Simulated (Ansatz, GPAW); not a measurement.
One calculation of Sn, 3 ways

```xyz
2
Lattice="0.0000 3.2333 3.2333 3.2333 0.0000 3.2333 3.2333 3.2333 0.0000" Properties=species:S:1:pos:R:3 pbc="T T T"
Sn    4.8500    4.8500    4.8500
Sn    3.2333    3.2333    3.2333
```

This isn't the form of Sn at room conditions, which is tetragonal (white tin).

Alike in all runs: task single point; functional PBE; k mesh 7 × 7 × 7; occupations gaussian, width 0.1 eV; no spin polarisation; no spin-orbit coupling. Pressure is positive in compression and, in plane waves, holds the error of the finite cutoff, which Ansatz's Pulay term estimates and takes out.

| program and potentials | plane-wave cutoff (eV) | notes | pressure (GPa) |
| --- | --- | --- | --- |
| Ansatz, Ansatz PAW | 420 | Pulay term of +0.03 GPa included | 3.82 |
| GPAW, GPAW PAW data sets (gpaw-data 1.2.1) | 600 | - | 3.53 |
| Ansatz, all-electron LAPW, scalar-relativistic | - | - | 3.82 |

The pressure spans 3.53 (GPAW, GPAW PAW data sets (gpaw-data 1.2.1)) to 3.82 GPa (Ansatz, Ansatz PAW), with all-electron results at 3.82.

Differences between rows come from potentials, basis sets and numerical settings, since the functional is the same but for its coding. Runs on potential files found faulty are left out.
